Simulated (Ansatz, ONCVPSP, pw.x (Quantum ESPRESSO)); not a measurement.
# Which Ru potential is closest to all-electron in the fcc crystal?

All use PBE, scalar-relativistic, no spin, cutoffs from each file’s atomic test, pw.x 7.5; 15³ k-points, Fermi–Dirac smearing 0.01 Ry. Δ is the rms difference from all-electron LAPW of the E(V) curves that follow from fits to the pressures, over ±6 % in volume. Mesh and smearing are coarse and serve the comparison alone. The files are a selection: those with a ghost or negative overlap were mostly not run, and those with noisy or unconverged pressures or nearly equal Δ are left out.

All-electron: a0 = 3.812 Å (V0 = 13.85 Å³/atom), B0 = 303.1 GPa.

Problem. Rank them by Δ, smallest first.
A. optimised norm-conserving Vanderbilt (ONCV), ONCVPSP 4.0.1.1 (patched build), PBE; core [Ar] 3d10, reference 4s2 4p6 4d7 5s1; waves: 4s+5s: rc 1.85 bohr, ncon 3, nbas 7, qcut 6.9 1/bohr, 2 projectors; 4p: rc 1.55 bohr, ncon 4, nbas 8, qcut 9.1 1/bohr, 2 projectors, debl 0.5 Ha; 4d: rc 2.20 bohr, ncon 3, nbas 8, qcut 6.4 1/bohr, 2 projectors, debl 1 Ha; local part: polynomial inside 1.45 bohr (lpopt 5, dvloc0 -1 Ha); core correction: Teter function fitted to the true core (icmod 2), fcfact 0.75. In the p channel the program set the typed energies aside and used -1.706, 0.250 Ha.
B. optimised norm-conserving Vanderbilt (ONCV), ONCVPSP 4.0.1.1 (patched build), PBE; core [Ar] 3d10, reference 4s2 4p6 4d7 5s1; waves: 4s+5s: rc 1.90 bohr, ncon 4, nbas 8, qcut 6.3 1/bohr, 3 projectors, debl 3.7 Ha; 4p: rc 1.80 bohr, ncon 4, nbas 7, qcut 7.3 1/bohr, local; 4d: rc 2.00 bohr, ncon 4, nbas 8, qcut 9.3 1/bohr, 1 projector; local part: the p channel; core correction: Teter function, fcfact 3.75, rcfact 1.25.
C. optimised norm-conserving Vanderbilt (ONCV), ONCVPSP 4.0.1.1 (patched build), PBE; core [Ar] 3d10, reference 4s2 4p6 4d7 5s1; waves: 4s+5s: rc 1.90 bohr, ncon 4, nbas 9, qcut 7.1 1/bohr, 2 projectors; 4p: rc 1.60 bohr, ncon 5, nbas 9, qcut 9.6 1/bohr, 1 projector; 4d: rc 1.40 bohr, ncon 4, nbas 7, qcut 7.9 1/bohr, 2 projectors, debl 3.2 Ha; local part: polynomial inside 1.30 bohr (lpopt 5, dvloc0 0 Ha); core correction: Teter function, fcfact 2, rcfact 1.

Solution. A (2.3 meV/atom), C (3.2 meV/atom), B (32.1 meV/atom).
